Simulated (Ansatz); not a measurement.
Two Ansatz runs on SnTe

The cell is COD entry 9008726, as deposited and not checked against the literature; nothing was relaxed. The listed cell was then made from it by scaling, straining or moving an atom.

First run: DFT, LDA, PAW with Ansatz's default frozen-core files, scalar-relativistic (Ansatz 0.2.0).

Command: `ansatz run input.yaml --threads 1 --pin off --max-ram 2048MiB --backend cpu --events-out ev --progress --plain --runs-dir out` The run took 7.5 s on 1 thread of Arm Neoverse V1 (shared host), peak memory 0.41 GiB.

```yaml
crystal:
  lattice:
    - [0.0, 3.1980376582, 3.1980376582]
    - [3.1980376582, 0.0, 3.1980376582]
    - [3.1980376582, 3.1980376582, 0.0]
  atoms:
    - { symbol: Sn, position: [0.0, 0.0, 0.0] }
    - { symbol: Te, position: [0.5, 0.5, 0.5] }
kpoints:
  mp_grid: { grid: [11, 11, 11] }
scf:
  occupations: { method: fermi_dirac, width: 0.08 }
hamiltonian:
  xc: lda
  pseudopotentials: { kind: paw }
output:
  forces: true
  stress: true
  eigenvalues: true
  efg: { contact_densities: true }
  write_density: true
  write_potential: true
  elf: true
  volumetric_format: npy
```

Result: converged; pressure -3.25 GPa; gap on the k mesh 0.42 eV (the mesh can miss the band edges); 6 SCF iterations.

No spin–orbit coupling, which matters for the heavy atoms here.

The input is then changed:

```diff
@@ -23,3 +23,5 @@
   elf: true
   volumetric_format: npy
+basis:
+  ecutwfc: "200 eV"
```

Task: Predict the outcome of the changed run.

Result: It converged; energy at zero smearing +6086.5 meV/atom from the first run; pressure -1.53 GPa; gap on the k mesh 0.44 eV (the mesh can miss the band edges); 7 SCF iterations. Some of these settings are too coarse for converged properties.
